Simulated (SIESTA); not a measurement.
The system is Ti.

```xyz
2
Lattice="2.9500 0.0000 0.0000 -1.4750 2.5548 0.0000 0.0000 0.0000 4.6800" Properties=species:S:1:pos:R:3 pbc="T T T"
Ti    1.4750    0.8516    3.5100
Ti    0.0000    1.7032    1.1700
```

Base run:

```yaml
Program: SIESTA 5.4.2
Functional: VV10
Potentials_or_basis: PseudoDojo 0.4 standard (PBE files)
Basis: DZP (energy shift 0.003 Ry; two zetas on semicore shells)
Grid_cutoff: 800 Ry
Energy_shift: 0.003 Ry
k_mesh: 10 × 10 × 6
Occupations: fermi-dirac, width 0.05 eV
Spin: no spin polarisation
```

Its results: band gap on the k mesh none (metal or under the smearing width); pressure -1.4 GPa.

After a change of settings the same cell gave: band gap on the k mesh none (metal or under the smearing width); pressure -3.2 GPa. Which change was it?
A. functional from VV10 to vdW-DF-C09
B. functional from VV10 to vdW-DF
C. functional from VV10 to vdW-DF2
D. functional from VV10 to optB88-vdW

D.

Caveats: the potentials were made for another functional, which shifts forces and pressure; the basis of atomic orbitals isn't converged, which shifts pressures, moduli and gaps; the non-local part is tabulated coarsely and may be off by about a percent (some runs).

Runs at the PBE level aren't shown here.
